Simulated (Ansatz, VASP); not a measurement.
## Rh: VASP beside Ansatz

INCAR

```
ALGO = Normal ; EDIFF = 1E-8
ENCUT = 520 ; GGA = PE
ISIF = 2 ; ISMEAR = -1
LASPH = T ; LCHARG = F
LEFG = T ; LREAL = F
LWAVE = F ; NBANDS = 14
NELM = 100 ; PREC = Accurate
SIGMA = 0.08
```

The input KPOINTS:

```
k-points
0
Gamma
  16 16 16
```

File POSCAR:

```
Rh
1.0
    0.0000000000      1.9141434134      1.9141434134
    1.9141434134      0.0000000000      1.9141434134
    1.9141434134      1.9141434134      0.0000000000
Rh
1
Direct
    0.0000000000      0.0000000000      0.0000000000
```

Input for Ansatz:

```yaml
crystal:
  lattice:
    - [0.0, 1.9141434134, 1.9141434134]
    - [1.9141434134, 0.0, 1.9141434134]
    - [1.9141434134, 1.9141434134, 0.0]
  atoms:
    - { symbol: Rh, position: [0.0, 0.0, 0.0] }
kpoints:
  mp_grid: { grid: [16, 16, 16] }
scf:
  occupations: { method: fermi_dirac, width: 0.08 }
hamiltonian:
  xc: pbe
  pseudopotentials: { kind: paw }
output:
  forces: true
  stress: true
  eigenvalues: true
  efg: { contact_densities: true }
```

Change from the starting cell: volume scaled by 1.02, PAW files.

Alike in both runs: task electric field gradients; functional PBE; k mesh 16 × 16 × 16; occupations fermi-dirac, width 0.08 eV; no spin polarisation.

|  | VASP | Ansatz |
| --- | --- | --- |
| version | VASP 6.6.1 | Ansatz 0.2.0 |
| potentials or method | VASP PAW PBE potentials, release 64 (Rh_pv) | PAW with Ansatz's default frozen-core files, scalar-relativistic |
| plane-wave cutoff (eV) | 520 | 420 |
| valence electrons in the cell | 15 | 17 |

|  | VASP | Ansatz | Ansatz less VASP |
| --- | --- | --- | --- |
| pressure (GPa) | 0.7 | 0.6 | -0.04 |
| Vzz of the field gradient on the site that differs most (V/Å²) | 0.0 | 0.0 | 0.00 |

The functional is the same, so the differences come from potentials, cutoffs and numerics. The two sets of potentials don't hold the same shells in valence. Ansatz warned: «gradients_without_spin_orbit».
